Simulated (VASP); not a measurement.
Here is a VASP 6.6.1 calculation.

Contents of INCAR:

```
SYSTEM = Ta
PREC = Accurate ; ENCUT = 600
EDIFF = 1E-7 ; ISMEAR = 1
SIGMA = 0.1 ; LREAL = .False.
LASPH = .True. ; NELM = 80
ALGO = Normal ; ISIF = 3
LWAVE = .False. ; LCHARG = .False.
METAGGA = R2SCAN ; LMIXTAU = .True.
IBRION = 2 ; NSW = 90
EDIFFG = -0.005
```

The input KPOINTS:

```
Automatic mesh
0
Gamma
  16 16 16
  0 0 0
```

Contents of POSCAR:

```
Ta                                      
1.0
   -1.6552091830      1.6552091830      1.6552091830
    1.6552091830     -1.6552091830      1.6552091830
    1.6552091830      1.6552091830     -1.6552091830
  Ta            
     1
Direct
     0.0000000000000000    0.0000000000000000    0.0000000000000000
```

Potentials or basis: VASP PAW PBE potentials, release 64 (Ta_pv).

Command:

```sh
$ cat potpaw_PBE.64/Ta_pv/POTCAR > POTCAR
$ mpirun -np 1 vasp_std > vasp.out
```

Predict the band gap on the k mesh.

none (metal or under the smearing width).

Final structure:
```cif
data_structure
_symmetry_space_group_name_H-M 'P 1'
_symmetry_Int_Tables_number 1
_cell_length_a 2.8669
_cell_length_b 2.8669
_cell_length_c 2.8669
_cell_angle_alpha 109.471
_cell_angle_beta 109.471
_cell_angle_gamma 109.471
_cell_volume 18.14
loop_
_atom_site_label
_atom_site_type_symbol
_atom_site_fract_x
_atom_site_fract_y
_atom_site_fract_z
_atom_site_occupancy
Ta1 Ta 0.00000 0.00000 0.00000 1
```

Caveat: the relaxation stopped at its first step, so nothing moved. The run has no spin-orbit coupling, so splittings on Ta are missing.
